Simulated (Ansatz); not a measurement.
Where the states of Tl lie

```xyz
2
Lattice="3.4560 0.0000 0.0000 -1.7280 2.9930 0.0000 0.0000 0.0000 5.5250" Properties=species:S:1:pos:R:3 pbc="T T T"
Tl    0.0000    1.9953    1.3813
Tl    1.7280    0.9977    4.1438
```

Conventional cell: a = 3.456 Å, b = 3.456 Å, c = 5.525 Å, α = 90.00°, β = 90.00°, γ = 120.00°. Tl (atom 1) has 12 Tl at 3.41 to 3.46 Å as nearest neighbours.

Structure: COD 9008519, as refined from experiment and not relaxed.

No spin–orbit coupling, which matters for the heavy atoms here.

Method: DFT, PBE, all-electron LAPW, scalar-relativistic (Ansatz 0.2.0).

Sampling and basis: a Γ-centred 11×11×6 k mesh, Fermi–Dirac smearing of 0.05 eV, basis error target 0.5 meV/atom, no spin polarisation.

States per eV and cell, averaged over 0.6 eV, from -9.4 to 6.0 eV, with energies (bin centres) from the Fermi level; empty bins are left out. 

```csv
E (eV),total
-9.2,0.27
-8.6,0.36
-8.0,0.44
-7.4,0.51
-6.8,0.60
-6.2,0.74
-5.6,0.91
-5.0,0.89
-4.4,1.26
-3.8,0.60
-2.6,0.01
-2.0,0.30
-1.4,0.79
-0.8,1.34
-0.2,0.90
0.4,0.93
1.0,0.98
1.6,1.08
2.2,0.93
2.8,1.06
3.4,1.10
4.0,1.21
4.6,1.32
5.2,1.28
5.8,1.19
```
